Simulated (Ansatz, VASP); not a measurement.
Nb in VASP and in Ansatz

```
CELL_PARAMETERS angstrom
-1.65480 1.65480 1.65480
1.65480 -1.65480 1.65480
1.65480 1.65480 -1.65480
ATOMIC_POSITIONS crystal
Nb 0.00000 0.00000 0.00000
```

Alike in both runs: task single point; functional PBE; k mesh 13 × 13 × 13; no spin polarisation.

|  | VASP | Ansatz |
| --- | --- | --- |
| version | VASP 6.6.1 | Ansatz 0.2.0 |
| potentials or method | VASP PAW PBE potentials, release 64 (Nb_sv) | plane waves (420 eV) with PAW, scalar-relativistic |
| plane-wave cutoff (eV) | 520 | 420 |
| occupations | methfessel-paxton of order 1, width 0.1 eV | cold, width 0.1 eV |
| valence electrons in the cell | 13 | 13 |

|  | VASP | Ansatz | Ansatz less VASP |
| --- | --- | --- | --- |
| pressure (GPa) | -0.9 | -0.6 | +0.31 |
